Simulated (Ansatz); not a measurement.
# Cold compression of As (fcc type)

```xyz
1
Lattice="0.0000 2.1301 2.1301 2.1301 0.0000 2.1301 2.1301 2.1301 0.0000" Properties=species:S:1:pos:R:3 pbc="T T T"
As    0.0000    0.0000    0.0000
```

The cell comes from a relaxation on PAW files under the same functional, begun from a prototype that needn't be the stable phase.

Its volume is scaled at fixed shape and fractional positions.

Computed with Ansatz 0.2.0; functional PBE, scalar-relativistic. Settings: a Γ-centred 15×15×15 k mesh, Fermi–Dirac smearing of 0.05 eV, no spin polarisation. Methods: LAPW: all electrons, basis error target 1 meV/atom; PAW: frozen-core files, cutoff 420 eV; crystal datasets: all electrons, by PAW datasets that the program makes for each cell; norm-conserving: pseudopotentials, cutoff 1143 eV; PAW (cutoff 250 eV): frozen-core files, cutoff 250 eV.

Energies are extrapolated to zero smearing and count from the unscaled cell; pressure is positive in compression; gaps take the mesh and a band path. No temperature or zero-point motion is included.

```tsv
V/V0	V (Å³/atom)	P LAPW (GPa)	ΔE LAPW (eV/atom)	P PAW − LAPW (GPa)	ΔE PAW − LAPW (meV/atom)
1.00	19.33	-0.01	0.000	-0.01	0.0
0.88	17.01	13.42	0.088	-0.01	-0.2
0.78	15.08	?	0.359	-0.02	-0.3
0.68	13.15	69.4	0.957	-0.05	-0.6
0.58	11.21	139.2	?	-0.09	-1.4
0.50	9.67	243.1	3.966	0.00	-1.9
0.43	8.31	411.8	6.657	0.22	-1.1
```

(1) Give the missing entry: row "0.78", column "P LAPW (GPa)".

(2) Give the missing entry: row "0.58", column "ΔE LAPW (eV/atom)".

(3) Fit the Vinet equation to the LAPW pressures over the whole range, with residuals weighted by 1/(|P| + 0.03·Pmax).

(4) At the smallest volume, how far do crystal datasets and norm-conserving and PAW (cutoff 250 eV) lie from LAPW in pressure?

## Answers

(1) 33.5.

(2) 2.168.

(3) V0 = 19.35 Å³/atom, B0 = 73.4 GPa and B0′ = 4.94, and the fit misses no point by more than 6.8 GPa. A fit over so wide a range pins B0 less well than one near rest.

(4) crystal datasets: 0.00 GPa; norm-conserving: +0.24 GPa; PAW (cutoff 250 eV): +21.73 GPa, on a LAPW pressure of 411.8 GPa.
